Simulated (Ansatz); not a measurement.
Consider the substitution at a C–Te bond: `C[Te][SiH2]O` + `C=C(C)C(=O)O` → `C=C(C)C(=O)OC` + `O[SiH2][TeH]`.

Gas-phase electronic energies from Ansatz, PBE0-D4/def2-TZVP geometries. CCSD(T)/CBS adds triple-zeta CCSD(T) − MP2 to the extrapolated MP2 energy (def2 sets, frozen cores). DFT in def2-TZVPP. Elements past krypton have def2 core potentials. For Te outer-core shells are correlated without core-valence functions, which leaves a few kJ/mol of doubt a bond. Each species was taken in one conformer, which may not be the lowest.

Question: Is it downhill or uphill in electronic energy at CCSD(T)/CBS, and by how much? (An estimate is asked.)

Answer: The calculation gave: Uphill: ΔE = +44.5 kJ/mol.

Question: What do these levels give: r2SCAN-D4, PBE, HF/def2-TZVPP, CCSD/def2-TZVPP, SCS-MP2/def2-QZVPP, HF/CBS(def2)? (An estimate is asked.)

Answer: Computed: r2SCAN-D4 37.4, PBE 39.4, HF/def2-TZVPP 27.5, CCSD/def2-TZVPP 37.3, SCS-MP2/def2-QZVPP 45.0, HF/CBS(def2) 27.7 kJ/mol.

Largest T1 diagnostic among the species: 0.014.

In def2-TZVPP, CCSD(T) changes the Hartree–Fock value by +11.2 kJ/mol (the triples alone add +1.4 kJ/mol) and MP2 by +19.3 kJ/mol.
